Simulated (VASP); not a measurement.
A run of VASP 6.6.1 is set up as follows.

Contents of INCAR:

```
SYSTEM = GaAs
ALGO = Normal
EDIFF = 1E-8
ENCUT = 800
GGA = PS
ISIF = 2
ISMEAR = 0
LASPH = .True.
LCHARG = .False.
LEPSILON = .True.
LREAL = .False.
LWAVE = .False.
NELM = 100
PREC = Accurate
SIGMA = 0.01
```

Contents of KPOINTS:

```
k-points
0
Gamma
  14 14 14
  0 0 0
```

POSCAR

```
GaAs
1.0
    0.0000000000      2.8268500000      2.8268500000
    2.8268500000      0.0000000000      2.8268500000
    2.8268500000      2.8268500000      0.0000000000
As Ga
1 1
Direct
    0.7500000000      0.7500000000      0.7500000000
    0.0000000000      0.0000000000      0.0000000000
```

Potentials or basis: VASP PAW PBE potentials, release 64 (As, Ga_d).

Launch:

```sh
$ cat potpaw_PBE.64/As/POTCAR potpaw_PBE.64/Ga_d/POTCAR > POTCAR
$ mpirun -np 1 vasp_std > vasp.out
```

Problem. What does it give for the electronic dielectric tensor (diagonal)?

Solution. 17.66.

Problem. Estimate the Born charges (mean of the diagonal).

Solution. As -2.12; Ga +2.12 e.

Problem. Estimate the band gap on the k mesh.

Solution. 0.46 eV, direct.

Born effective charge tensors (e):
atom 1, As
```
-2.12  0.00  0.00
 0.00 -2.12  0.00
 0.00  0.00 -2.12
```
atom 2, Ga
```
2.12 0.00 0.00
0.00 2.12 0.00
0.00 0.00 2.12
```

Caveat: the gap is small at this level, which inflates the dielectric constant.

**Experimental background.**

“Evidence of valence band perturbations in GaAsN/GaAs(001): A combined variable-angle spectroscopic ellipsometry and modulated photoreflectance investigation”, 2008, arxiv:0805.2212 reports, for a bulk crystal of GaAs at 300 K: band gap 1.418 ± 0.005 eV (direct).

From a printed reference work, textbook, for a bulk crystal of GaAs at 300 K: high-frequency dielectric constant 10.89.

Against the measured gap of GaAs, 1.418 eV (direct; 300 K; “Evidence of valence band perturbations in GaAsN/GaAs(001): A combined variable-angle spectroscopic ellipsometry and modulated photoreflectance investigation”, 2008, arxiv:0805.2212), the calculated 0.46 eV is off by -0.96 eV. 3 values of this kind are on record (1.412 to 1.51 eV); this one was drawn at random among those near their median, those with a stated uncertainty first. Spin-orbit coupling on As, Ga is left out. The value is that of PBEsol on a finite k mesh, which can miss the band edges, without temperature or zero-point motion. Semilocal functionals fall short of measured gaps as a rule. Against the measured high-frequency dielectric constant of GaAs, 10.89 (300 K; a printed reference work, textbook), the calculated 17.66 is off by +62.1 %. So large a miss can be the level of theory's own, or it may mean another phase, state or a wrong row.
